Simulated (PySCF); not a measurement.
An unknown is described by computed data only.

Elements present: C, H and O. Monoisotopic mass: 86.0368 u.

* Dipole: 1.08 D [CAM-B3LYP/def2-SVPD]
* UV, strongest line: among the 8 lowest singlet transitions: S8 at 8.02 eV (155 nm, f = 0.078) [TDDFT CAM-B3LYP/def2-SVPD]
* 13C NMR: chemical shifts (computed TMS as zero) by class: 205.8 (1 C), 197.3 (1 C), 34.2 (1 C), 8.1 (1 C) ppm [GIAO PBE0/pcSseg-1]
* Couplings: largest of the computed one-bond spin–spin couplings (means over like bonds): 13C–1H +182.3, 13C–1H +134.5 (×3), 13C–1H +133.8 (×2), 13C–13C +47.3, 13C–13C +42.9, 17O–13C +38.0, 17O–13C +37.1, 13C–13C +35.8 Hz [B3LYP/pcJ-1, spin–dipole term left out]
* Polarisability: 53.4 au [CAM-B3LYP/def2-SVPD]
* Rotational structure: rotational constants A, B, C: 6.654, 2.541, 1.881 GHz [GFN2-xTB]
* UV, first state: lowest singlet excitation: 2.81 eV (441 nm, f = 0.000) [TDDFT CAM-B3LYP/def2-SVPD]

The electronic properties come from PySCF, for the isolated species, density fitting. Levels stand in brackets. Geometry: GFN2-xTB, one conformer, isolated molecule. NMR classes are plain means over equivalent atoms (diastereotopic ones count apart unless rotation or inversion swaps them), as if these changed places fast.

Q: Which formula fits the mass and the elements?

A: C4H6O2 (calculated 86.0368). No other formula that holds each of these elements comes within 0.0003 u with a fitting electron parity and a possible valence count.

Q: Give a SMILES that accounts for the data.

A: Numbering: `[CH3:1][CH2:2][C:3](=[O:4])[CH:5]=[O:6]`. Its formula, C4H6O2, gives 2 degrees of unsaturation: 0 rings and 2 π bonds in the structure found. 4 carbons fall into 4 classes; from least to most shielded: ketone carbonyl carbon [C3] (205.8 ppm), aldehyde carbon [C5] (197.3 ppm), sp3 carbon next to a carbonyl [C2] (34.2 ppm), methyl carbon [C1] (8.1 ppm). The couplings run between: +182.3 Hz, aldehyde carbon [C5] and its hydrogen; +134.5 Hz, methyl carbon [C1] and its hydrogen (with 2 like pairs); +133.8 Hz, sp3 carbon next to a carbonyl [C2] and its hydrogen (with 1 like pair); +47.3 Hz, ketone carbonyl carbon [C3] and aldehyde carbon [C5]; +42.9 Hz, sp3 carbon next to a carbonyl [C2] and ketone carbonyl carbon [C3]; +38.0 Hz, aldehyde oxygen [O6] and aldehyde carbon [C5]; +37.1 Hz, ketone oxygen [O4] and ketone carbonyl carbon [C3]; +35.8 Hz, methyl carbon [C1] and sp3 carbon next to a carbonyl [C2]. S1 is mainly HOMO→LUMO (weight 0.97); the largest Löwdin shares of the orbital it empties are 0.31 on the ketone oxygen, 0.27 on the aldehyde oxygen, 0.13 on the aldehyde carbon and 0.12 on the ketone carbonyl carbon, of the orbital it fills 0.25 on the aldehyde carbon, 0.25 on the aldehyde oxygen, 0.22 on the ketone oxygen and 0.20 on the ketone carbonyl carbon. The optimised geometry has point group Cs and is an asymmetric top. Structure: `CCC(=O)C=O`. Computed isomers that give other values at the same levels: `C=CC(=O)OC` (13C chemical shifts (computed TMS as zero) by class: 173.2 (1 C), 140.6 (1 C), 136.2 (1 C), 53.7 (1 C) ppm); `C=COC(C)=O` (13C chemical shifts (computed TMS as zero) by class: 172.4 (1 C), 149.3 (1 C), 101.1 (1 C), 23.2 (1 C) ppm); `O=C1CCCO1` (rotational constant A: 7.327 GHz; this holds for the one conformer computed). The assignments are read from this structure; whether some other isomer fits the data as well wasn't checked.

Shape of the structure used: `[CH3:1][CH2:2][C:3](=[O:4])[CH:5]=[O:6]`: C1–C2–C3–O4 0°, C2–C3–C5–O6 0°.
